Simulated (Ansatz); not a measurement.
CdF2:

```
Cd F
1.0
     0.00000    2.69400    2.69400
     2.69400    0.00000    2.69400
     2.69400    2.69400    0.00000
Cd F
1 2
Direct
  0.00000 0.00000 0.00000
  0.75000 0.75000 0.75000
  0.25000 0.25000 0.25000
```

Base run:

| Quantity | Value |
| --- | --- |
| Program | Ansatz 0.2.0 |
| Functional | LDA |
| Potentials or basis | Ansatz PAW |
| Cutoff | 420 eV (not typed: the program's choice for these potentials) |
| k mesh | 5 × 5 × 5 |
| Occupations | fermi-dirac, width 0.05 eV |
| Spin | no spin polarisation |

Its results: band gap on the k mesh 2.89 eV, indirect (least direct gap 3.29 eV); pressure -5.7 GPa.

After a change of settings the same cell gave: band gap on the k mesh 3.88 eV, indirect (least direct gap 4.31 eV); pressure 0.0 GPa. Which change was it?
A. functional from LDA to r2SCAN; cutoff from 420 eV (not typed: the program's choice for these potentials) to 500 eV (not typed: the program's choice for these potentials)
B. functional from LDA to PBE; k mesh from 5 × 5 × 5 to 9 × 9 × 9
C. functional from LDA to PBE0
D. functional from LDA to PBE

A.

r2SCAN gives the wider gap, since meta-GGAs in the generalised Kohn-Sham scheme recover part of the derivative discontinuity.

Caveats: the k mesh misses the band edges, so the gap on the mesh is wider than the one along the path; the PAW data sets come from PBE, with cores solved anew for the run's functional, which leaves a small shift of forces and pressure.
